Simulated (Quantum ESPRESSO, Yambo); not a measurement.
# Quasiparticle gap of AlN (P6_3mc) in Yambo, part 2 of 2

Aim: the G0W0 gap of AlN (P6_3mc) on PBE, step by step.

Quantum ESPRESSO 7.5 and Yambo 5.3.0; PBE and many-body steps on it, plane waves. Known limits of the many-body steps: not at the basis limit; coarse k mesh.

So far. Step 2 (Ground state): The gap is direct, at Γ. Step 3 (Bands along the symmetry lines): The gap is 4.221 eV, as in the run before at this level.

The database entry behind the starting cell differs from later determinations by our own check (inner coordinate u about 0.002 short), so it need not match the best structure at ambient conditions.

**4. Empty states on the mesh, 3×3×4 mesh, 69 bands**

Level of this step: DFT, PBE, plane waves, norm-conserving pseudopotentials (Quantum ESPRESSO).

The sums over transitions need many empty states on a uniform mesh; this step solves for them.

pw.in

```
&control
  calculation = 'nscf'
  prefix = 'x'
  outdir = 'o'
  pseudo_dir = 'pseudo'
/
&system
  ibrav = 0
  nat = 4
  ntyp = 2
  ecutwfc = 72.0
  nbnd = 69
  force_symmorphic = .true.
/
&electrons
  conv_thr = 1e-9
  electron_maxstep = 80
  diago_full_acc = .true.
  diago_thr_init = 5e-6
/
ATOMIC_SPECIES
  Al 26.982 Al.upf
  N 14.007 N.upf
CELL_PARAMETERS angstrom
  3.1130000000 -0.0000000000 0.0000000000
  -1.5565000000 2.6959370820 0.0000000000
  0.0000000000 0.0000000000 4.9810000000
ATOMIC_POSITIONS crystal
  Al 0.3333333333 0.6666666667 0.0000000000
  Al 0.6666666667 0.3333333333 0.5000000000
  N 0.3333333333 0.6666666667 0.3800000000
  N 0.6666666667 0.3333333333 0.8800000000
K_POINTS automatic
  3 3 4 0 0 0
```

Command:

```console
OMP_NUM_THREADS=1 mpirun -n 8 pw.x -nk 4 -in pw.in > pw.out
```

Log:

```text
[banner, memory and clock lines left out]
Program PWSCF v.7.5 starts

     Atomic positions and unit cell read from directory:
     o/x.save/

     Message from routine setup:
     using ibrav=0 with symmetry is DISCOURAGED, use correct ibrav instead

     bravais-lattice index     =            0
     lattice parameter (alat)  =       5.8827  a.u.
     unit-cell volume          =     282.0993 (a.u.)^3
     number of atoms/cell      =            4
     number of atomic types    =            2
     number of electrons       =        16.00
     number of Kohn-Sham states=           69
     kinetic-energy cutoff     =      72.0000  Ry
     charge density cutoff     =     288.0000  Ry
     Exchange-correlation= PBE
                           (   1   4   3   4   0   0   0)

     celldm(1)=   5.882717  celldm(2)=   0.000000  celldm(3)=   0.000000
     celldm(4)=   0.000000  celldm(5)=   0.000000  celldm(6)=   0.000000

     crystal axes: (cart. coord. in units of alat)
               a(1) = (   1.000000  -0.000000   0.000000 )
               a(2) = (  -0.500000   0.866025   0.000000 )
               a(3) = (   0.000000   0.000000   1.600064 )

     reciprocal axes: (cart. coord. in units 2 pi/alat)
               b(1) = (  1.000000  0.577350 -0.000000 )
               b(2) = (  0.000000  1.154701 -0.000000 )
               b(3) = ( -0.000000 -0.000000  0.624975 )
     Pseudo is Norm-conserving + core correction, Zval =  3.0
     Generated using ONCVPSP code by D. R. Hamann
     Using radial grid of 1876 points,  6 beta functions with:
     Pseudo is Norm-conserving + core correction, Zval =  5.0
     Generated using ONCVPSP code by D. R. Hamann
     Using radial grid of 1058 points,  4 beta functions with:
     Al                3.00    26.98200     Al( 1.00)
     N                 5.00    14.00700     N ( 1.00)

      6 Sym. Ops. (no inversion) found

   Cartesian axes

     site n.     atom                  positions (alat units)
         1        Al     tau(   1) = (  -0.0000000   0.5773503   0.0000000  )
         2        Al     tau(   2) = (   0.5000000   0.2886751   0.8000321  )
         3        N      tau(   3) = (  -0.0000000   0.5773503   0.6080244  )
         4        N      tau(   4) = (   0.5000000   0.2886751   1.4080565  )

     number of k points=    10
                       cart. coord. in units 2pi/alat
        k(    1) = (   0.0000000   0.0000000   0.0000000), wk =   0.0555556
        k(    2) = (   0.0000000   0.0000000   0.1562437), wk =   0.1111111
        k(    3) = (   0.0000000   0.0000000  -0.3124875), wk =   0.0555556
[...]
k(    9) = (   0.3333333   0.5773503  -0.3124875), wk =   0.1111111
        k(   10) = (   0.0000000  -0.3849002   0.1562437), wk =   0.3333333

     Dense  grid:    23187 G-vectors     FFT dimensions: (  32,  32,  54)

     The potential is recalculated from file :
     o/x.save/charge-density

     Starting wfcs are   16 randomized atomic wfcs +   53 random wfcs

     Band Structure Calculation

     End of band structure calculation

          k = 0.0000 0.0000 0.0000 (  2863 PWs)   bands (ev):

    -8.0385  -5.8877   1.1322   6.2756   6.2756   6.9268   6.9268   7.1067
    11.3272  13.7824  17.6990  18.2976  18.2976  20.2844  20.2886  20.2886
    21.6418  21.6418  21.9213  24.4378  24.4378  26.5454  29.5081  29.8483
[...]
70.6187  70.6188  70.6938  70.6938  72.5978

          k = 0.0000 0.0000 0.1562 (  2893 PWs)   bands (ev):

[...]
70.3703  70.3703  71.7215  71.7215  72.5534

          k = 0.0000 0.0000-0.3125 (  2858 PWs)   bands (ev):

[...]
55.9201  55.9201  57.8163  57.8163  61.7766  61.7766  64.7753  64.7753
    65.8752  65.8752  65.8752  65.8752  67.4600  67.4600  67.4600  67.4600
    70.8077  70.8077  71.3464  71.3464  73.1164

          k = 0.0000 0.3849 0.0000 (  2892 PWs)   bands (ev):

     [... further k-points ...]

     highest occupied, lowest unoccupied level (ev):     7.1067   11.3272

     XML data file, pseudopotentials, collected wavefunctions
```

Elapsed: 3 s, on 8 MPI ranks of Arm Neoverse V1, shared host; peak memory 0.41 GiB.

Numbers from this step:

| Property | Result |
| --- | --- |
| gap | 4.221 eV |
| k of the valence top | 0, 0, 0 |
| k of the conduction bottom | 0, 0, 0 |
| least direct gap | 4.221 eV |
| k points computed | 10 |
| lowest point of the top converged band, above the valence top | 63.2687 eV |

On this mesh the gap is 4.221 eV.

**5. Conversion and set-up**

This step: Yambo 5.3.0; conversion and set-up on PBE, plane waves, norm-conserving pseudopotentials.

The states are converted to the many-body program's format and the q mesh is built.

Command:

```console
(cd o/x.save; p2y > p2y.log; mv SAVE ../..); yambo > setup.log
```

Log:

```text
 Yambo, version 5.3.0

 [02] CORE Variables Setup
 =========================

  [02.01] Unit cells
  ==================

  Cell kind             :  HCP
  Atoms in the cell     :  Al  N
  number of Al atoms    :  2
  number of N  atoms    :  2

  List of atomic masses
  Mass of Al    :  26.98200
  Mass of N     :  14.00700

  List of atomic coordinates    : [cc]
  Al1       : -0.29414E-09   3.3964       0.0000      order 1
  Al2       :  2.941359  1.698194  4.706363  order 2
  N1       : -0.29414E-09   3.3964       3.5768      order 3
  N2       :  2.941359  1.698194  8.283199  order 4

  Alat factors          :  5.882717  5.094583  9.412726 [a.u.]
  Direct lattice volume :  282.0993 [a.u.]
  Direct lattice vectors:  A[ 1 ]  A[ 2 ]  A[ 3 ]
   A[ 1 ]:  1.000000 -0.000000  0.000000  [iru]
   5.882717 -0.000000  0.000000  [cc]
   A[ 2 ]: -0.500000  1.000000  0.000000  [iru]
  -2.941359  5.094583  0.000000  [cc]
   A[ 3 ]:  0.000000  0.000000  1.000000  [iru]
   0.000000  0.000000  9.412726  [cc]

  Recip. lattice volume :  0.879301 [a.u.]
  Recip. lattice vectors:  B[ 1 ]  B[ 2 ]  B[ 3 ]
   B[ 1 ]:  1.000000  0.500000  0.000000  [iku]
   1.068075  0.616654 -0.000000  [cc]
   B[ 2 ]:  0.000000  1.000000  0.000000  [iku]
   0.000000  1.233307 -0.000000  [cc]
   B[ 3 ]:  0.000000  0.000000  1.000000  [iku]
  -0.000000 -0.000000  0.667520  [cc]

  [02.02] Symmetries
  ==================

  Inversion symmetry    : yes
  Spatial inversion     : no
  Inversion index       :   7
  K-space Time-reversal : yes
  Magnetic symmetries   : no
  Time-reversal derived K-space symmetries:   7  12
  Group table correct   : yes
  Symmetries units      :  [cc]

   [S  1]:   1.0000       0.0000       0.0000     -0.10606E-18   1.0000       0.0000       0.0000       0.0000       1.0000
   [S  2]: -0.500000  0.866025  0.000000 -0.866025 -0.500000  0.000000  0.000000  0.000000  1.000000
   [S  3]: -0.500000 -0.866025  0.000000  0.866025 -0.500000  0.000000  0.000000  0.000000  1.000000
   [S  4]:  -1.0000       0.0000       0.0000      0.10606E-18   1.0000       0.0000       0.0000       0.0000       1.0000
   [S  5]:  0.500000  0.866025  0.000000  0.866025 -0.500000  0.000000  0.000000  0.000000  1.000000
   [S  6]:  0.500000 -0.866025  0.000000 -0.866025 -0.500000  0.000000  0.000000  0.000000  1.000000
   [S* 7]:  -1.0000      -0.0000      -0.0000      0.10606E-18  -1.0000      -0.0000      -0.0000      -0.0000      -1.0000
   [S* 8]:  0.500000 -0.866025 -0.000000  0.866025  0.500000 -0.000000 -0.000000 -0.000000 -1.000000
   [S* 9]:  0.500000  0.866025 -0.000000 -0.866025  0.500000 -0.000000 -0.000000 -0.000000 -1.000000
   [S*10]:   1.0000      -0.0000      -0.0000     -0.10606E-18  -1.0000      -0.0000      -0.0000      -0.0000      -1.0000
   [S*11]: -0.500000 -0.866025 -0.000000 -0.866025  0.500000 -0.000000 -0.000000 -0.000000 -1.000000
[...]
K_min[ 3 ] :  0.33333      0.23545E-11   0.0000     [rlu]
  Grid dimensions      :   4   3   3
  K lattice UC volume  :  0.024425 [a.u.]

  IBZ K-points                                      :  10
  BZ  K-points                                      :   36

  K/Q-points units:
  rlu = crystal or reduced units; cc = cartesian coordinates; iku = interal k-units

  K [ 1]         [rlu]:  0.000000  0.000000  0.000000
         WF components:  2863
  K [ 2]         [rlu]:  0.000000  0.000000  0.250000
         WF components:  2893
  K [ 3]         [rlu]:  0.000000  0.000000 -0.500000
         WF components:  2858
[...]
K [ 8]         [rlu]:  0.333333  0.333333  0.250000
[...]
K [ 9]         [rlu]:  0.333333  0.333333 -0.500000
         WF components:  2934
  K [10]         [rlu]:  0.000000 -0.333333  0.250000
         WF components:  2910

  [02.05] Energies & Occupations
  ==============================

  [X] === General ===
  [X] Electronic Temperature                        :  0.000000  0.000000 [eV K]
  [X] Bosonic    Temperature                        :  0.000000  0.000000 [eV K]
  [X] Finite Temperature mode                       : no
  [X] El. density                                   :  0.38275E+24 [cm-3]
  [X] Fermi Level                                   :  7.106654 [eV]

  [X] === Gaps and Widths ===
  [X] Conduction Band Min                           :  4.220514 [eV]
  [X] Valence Band Max                              :  0.000000 [eV]
  [X] Filled Bands                                  :   8
  [X] Empty Bands                                   :    9   69
  [X] Direct Gap                                    :  4.220514 [eV]
  [X] Direct Gap localized at k                     :  1
  [X] Indirect Gap                                  :  4.220514 [eV]
  [X] Indirect Gap between kpts                     :  1  1
  [X] Last valence band width                       :  2.371267 [eV]
  [X] 1st conduction band width                     :  3.218768 [eV]

  E @ K [ 1]:  [eV]
  -15.14520 -12.99438  -5.97442  -0.83104  -0.83104  -0.17988  -0.17988   0.00000
[...]
occ @ K [ 1]
[...]
E @ K [ 2]:  [eV]
[...]
occ @ K [ 2]
[...]
E @ K [ 3]:  [eV]
[...]
occ @ K [ 3]
[...]
E @ K [ 8]:  [eV]
[...]
occ @ K [ 8]
[...]
E @ K [ 9]:  [eV]
[...]
occ @ K [ 9]
[...]
E @ K [10]:  [eV]
[...]
occ @ K [10]
   2.000000  2.000000  2.000000  2.000000  2.000000  2.000000  2.000000  2.000000
   0.000000  0.000000  0.000000  0.000000  0.000000  0.000000  0.000000  0.000000

 [03] Transferred momenta grid and indexing
 ==========================================

 IBZ Q-points                                      :  10
 BZ  Q-points                                      :   36

 K/Q-points units:
 rlu = crystal or reduced units; cc = cartesian coordinates; iku = interal k-units

 Q [ 1]         [rlu]:  0.000000  0.000000  0.000000
 Q [ 2]         [rlu]:  0.000000  0.000000  0.250000
 Q [ 3]         [rlu]:  0.000000  0.000000 -0.500000
[...]
Q [ 8]         [rlu]:  0.333333  0.333333  0.250000
 Q [ 9]         [rlu]:  0.333333  0.333333 -0.500000
 Q [10]         [rlu]:  0.40821E-19 -0.33333      0.25000

  [03.01] X indexes
  =================

   [03.01.01] Sigma indexes
   ========================

 [06] Game Over & Game summary
```

Elapsed: 2.2 s, on 1 MPI rank; peak memory 0.23 GiB.

**6. Screening and self-energy, 3×3×4 mesh, 69 bands, screening to 129.3 eV**

Now the one-shot GW correction: screening in the RPA, then the self-energy of the levels asked for.

This step: G0W0 on PBE, plane waves, norm-conserving pseudopotentials.

gw1.in

```
HF_and_locXC
gw0
dyson
ppa
em1d
rim_cut
RandQpts= 1000000
RandGvec= 1 RL
EXXRLvcs= 72 Ry
VXCRLvcs= 288 Ry
Chimod= "HARTREE"
% BndsRnXp
 1 | 69 |
%
NGsBlkXp= 9.5 Ry
% LongDrXp
 1 | 1 | 1 |
%
% GbndRnge
 1 | 69 |
%
DysSolver= "n"
ExtendOut
PPAPntXp= 27.21138 eV
% QPkrange
 1 | 1 | 7 | 10 |
%
```

Command:

```console
OMP_NUM_THREADS=1 mpirun -n 8 yambo -F gw1.in -J gw1 -C gw1 > gw1.log
```

Log:

```text
 Yambo, version 5.3.0

 [02] CORE Variables Setup
 =========================

  [... cell, symmetries and grids as in the set-up ...]

  [02.05] Energies & Occupations
  ==============================

  [X] === General ===
  [X] Electronic Temperature                        :  0.000000  0.000000 [eV K]
  [X] Bosonic    Temperature                        :  0.000000  0.000000 [eV K]
  [X] Finite Temperature mode                       : no
  [X] El. density                                   :  0.38275E+24 [cm-3]
  [X] Fermi Level                                   :  7.106654 [eV]

  [X] === Gaps and Widths ===
  [X] Conduction Band Min                           :  4.220514 [eV]
  [X] Valence Band Max                              :  0.000000 [eV]
  [X] Filled Bands                                  :   8
  [X] Empty Bands                                   :    9   69
  [X] Direct Gap                                    :  4.220514 [eV]
  [X] Direct Gap localized at k                     :  1
  [X] Indirect Gap                                  :  4.220514 [eV]
  [X] Indirect Gap between kpts                     :  1  1
  [X] Last valence band width                       :  2.371267 [eV]
  [X] 1st conduction band width                     :  3.218768 [eV]

 [03] Transferred momenta grid and indexing
 ==========================================

 IBZ Q-points                                      :  10
 BZ  Q-points                                      :   36

 K/Q-points units:
 rlu = crystal or reduced units; cc = cartesian coordinates; iku = interal k-units

 Q [ 1]         [rlu]:  0.000000  0.000000  0.000000
 Q [ 2]         [rlu]:  0.000000  0.000000  0.250000
 Q [ 3]         [rlu]:  0.000000  0.000000 -0.500000
 Q [ 4]         [rlu]: -0.40821E-19  0.33333       0.0000
 Q [ 5]         [rlu]: -0.40821E-19  0.33333      0.25000
 Q [ 6]         [rlu]: -0.40821E-19  0.33333     -0.50000
 Q [ 7]         [rlu]:  0.333333  0.333333  0.000000
 Q [ 8]         [rlu]:  0.333333  0.333333  0.250000
 Q [ 9]         [rlu]:  0.333333  0.333333 -0.500000
 Q [10]         [rlu]:  0.40821E-19 -0.33333      0.25000

 [04] Coloumb potential Random Integration (RIM)
 ===============================================

  [04.01] RIM initialization
  ==========================

  * Diagonal components only detected *

  8 x (sBL volume)        :  0.195400 [a.u.]
  sBZ random points       :  1000000
  Points outside the sBZ  :   7994252
  RL volume               :  0.879301 [a.u.]
  Integrated volume       :  0.879933 [a.u.]

  [04.02] RIM integrals
  =====================

  Gamma point sphere radius             :  0.105259 [a.u.]
  Points outside the sphere             :   811608
  [Int_sBZ(q=0) 1/q^2]*(Vol_sBZ)^(-1/3) =:  7.236165
                                 should be <:  7.795600

  Summary of Coulomb integrals for non-metallic bands |Q|[au] RIM/Bare

  Q [1] 0.100000E-4 0.928237 * Q [2] 0.166880 0.646012
  Q [3] 0.333760 0.872534 * Q [4] 0.411102 1.143679
  Q [10] 0.443682 1.087027 * Q [5] 0.443682 1.086663
  Q [6] 0.529529 1.022105 * Q [7] 0.712050 1.044470
  Q [8] 0.731344 1.037865 * Q [9] 0.786391 1.024498

 [05] Dipoles
 ============

  [05.01] Setup: observables and procedures
  =========================================

  [WARNING] [x,Vnl] slows the Dipoles computation. To neglect it rename the ns.kb_pp file

 [06] Dynamic Dielectric Matrix (PPA)
 ====================================

 [SLK-Inversion]  Pools        :  2
 [SLK-Inversion]  BLACS grid   :  2  2

 [WR./gw1//ndb.pp]---------------------------------------------------------------
  Brillouin Zone Q/K grids (IBZ/BZ)                :   10   36   10   36
  RL vectors                                       :   3777 [WF]
  Coulomb cutoff potential                         : none
  Electronic Temperature                           :  0.000000 [K]
  Bosonic    Temperature                           :  0.000000 [K]
  PPA    diel. fun.  energies                      : Perdew, Burke & Ernzerhof(X)+Perdew, Burke & Ernzerhof(C)
  wavefunctions                                    : Perdew, Burke & Ernzerhof(X)+Perdew, Burke & Ernzerhof(C)
  Global Gauge                                     : length
  X matrix size                                    :  147
  X band range                                     :    1   69
  X e/h energy range                               : -1.000000 -1.000000 [eV]
  X Time ordering                                  : R
  X Hxc Kernel                                     : HARTREE
  X Drude frequency                                :  0.000000  0.000000
  X poles                                          :  100.0000 [o/o]
  RL vectors in the sum                            :   3777
  [r,Vnl] included                                 : yes
  Field direction                                  :  0.577350E-5  0.577350E-5  0.577350E-5
  BZ energy Double Grid                            : no
  BZ energy DbGd points                            : 0
  BZ Q point size factor                           : -1.000000
  X Optical Averaged directions                    : none

 [07] Local Exchange-Correlation + Non-Local Fock
 ================================================

 [VXC] Plane waves :  23187
 [EXS] Plane waves :  2875

 QP @ state[ 1 ] K range:  1  1
 QP @ state[ 1 ] b range:   7  10

 [xc] Functional : Perdew, Burke & Ernzerhof(X)+Perdew, Burke & Ernzerhof(C)
 [xc] LIBXC used to calculate xc functional
  PP Number of Atomic Species                      :  2
  NLCC RL compoments                               :  23187
  PP Number of Atomic Species                      :  2
  NLCC RL compoments                               :  23187

 [xc] E_xc :  -6.931594 [Ha]
      E_xc :  -13.86319 [Ry]

  Local XC kind (lXC) : Perdew, Burke & Ernzerhof(X)+Perdew, Burke & Ernzerhof(C)
  Non-Local XC kind (nlXC) : Hartree-Fock

  Corrections @ K [1] :  [eV]
 <7|nlXC|7> = -21.12487 -0.20294E-16 <7|lXC|7> = -16.99290 -0.11904E-24
 <8|nlXC|8> = -20.86448  0.18046E-16 <8|lXC|8> = -17.08523 -0.18882E-15
 <9|nlXC|9> = -7.867128 -0.86162E-18 <9|lXC|9> = -12.50474  0.27497E-20
 <10|nlXC|10> = -5.604892 -0.17567E-17 <10|lXC|10> = -10.79204  0.37762E-15

 [08] Dyson equation: Newton solver
 ==================================

  [08.01] G0W0 (W PPA)
  ====================

  [  GW  ] Bands range     :    1   69
  [GW/PPA] G damping       :  0.100000 [eV]

  QP @ state[ 1 ] K range:  1  1
  QP @ state[ 1 ] b range:   7  10

   Sc/G bands                                       :    1   69
   Sc/G damping                                     :  0.100000 ev
   Sc bands terminator                              : no
   Sx RL components                                 :  2875

   QP @ state[ 1 ] K range                          :  1  1
   QP @ state[ 1 ] b range                          :   7  10
   GF energies kind                                 : Perdew, Burke & Ernzerhof(X)+Perdew, Burke & Ernzerhof(C)
   GF WF`s kind                                     : Perdew, Burke & Ernzerhof(X)+Perdew, Burke & Ernzerhof(C)
   Xs energies kind                                 : Perdew, Burke & Ernzerhof(X)+Perdew, Burke & Ernzerhof(C)
   Xs WF`s kind                                     : Perdew, Burke & Ernzerhof(X)+Perdew, Burke & Ernzerhof(C)

 [11] Game Over & Game summary
```

Wall time 11 s (8 MPI ranks); peak memory 2.5 GiB; 74 s of CPU time.

This step gave:

```
G0W0 gap on the points computed              : 5.458 eV
starting gap on the mesh                     : 4.221 eV
k of the valence top                         : 0, 0, 0
k of the conduction bottom                   : 0, 0, 0
least direct G0W0 gap on the computed points : 5.458 eV
Z at the valence top                         : 0.7973
Z at the conduction bottom                   : 0.8222
```

The gap on the mesh goes from 4.22 eV to 5.46 eV, a correction of +1.24 eV.

Limits: finite bands, cutoff and mesh; coarse k mesh. v1 is the top filled band, c1 the lowest empty one. Levels before and after the correction, in eV, zero at the valence-band top of each column:

|  | conduction bottom | valence top |
| --- | --- | --- |
| Kohn-Sham | 4.22 | 0.00 |
| G0W0 | 5.46 | 0.00 |

|  | level | energy (eV) |
| --- | --- | --- |
| Kohn-Sham | Γ v2 | -0.180 |
| Kohn-Sham | Γ v1 | 0.000 |
| Kohn-Sham | Γ c1 | 4.221 |
| Kohn-Sham | Γ c2 | 6.676 |
| G0W0 | Γ v2 | -0.269 |
| G0W0 | Γ v1 | 0.000 |
| G0W0 | Γ c1 | 5.458 |
| G0W0 | Γ c2 | 7.928 |

**7. Where the time went**

Times are wall times on the hardware named with each run, good to a factor of about two.

```csv
step,time,share,memory (GiB)
ground state,3.9 s,17 %,0.45
bands along the symmetry lines,3.2 s,14 %,0.39
empty states on the mesh,3 s,13 %,0.41
conversion and set-up,2.2 s,9 %,0.23
screening and self-energy,11 s,46 %,2.5
```

**8. Results**

| Quantity | Value |
| --- | --- |
| PBE gap | 4.22 eV, direct |
| G0W0 gap on the mesh | 5.46 eV |
| GW settings | 3×3×4 mesh, 69 bands, screening to 129.3 eV, Godby-Needs plasmon pole |
| known limits | not at the basis limit; coarse k mesh |

What this shows: G0W0 moves the gap on the mesh from 4.22 eV to 5.46 eV (+1.24 eV), with Z of 0.80 and 0.82 at the edges. Only 1 of the mesh's irreducible points was corrected, so a valley elsewhere could overtake. The dearest step here is «screening and self-energy». Bands and cutoff are finite, so the gap is not at the basis limit. The miss can reach some tenths of an eV and take either sign; the mesh is an error of its own. In the G0W0 run levels were corrected at 1 k point alone, so a gap called «on the mesh» is the least over those, and an edge elsewhere would be missed. The 3×3×4 mesh is coarse for this cell, which bears on the long-range parts of exchange and screening.

[Paths, hosts, dates, memory and timing lines, banners, echoed tables and standing remarks are left out of the program output.]

[Logs are printed without paths, hosts, clocks, repeated set-up lines and the standing remarks that a program may print on its own settings, such as how far it seeks lower states.]

[Runs of the session that timed out or met a known fault of the program may be left out.]

[Hosts, paths, dates, database ids (printed as entryN), source tags and the programs' standing remarks are cut or masked in the printed files.]
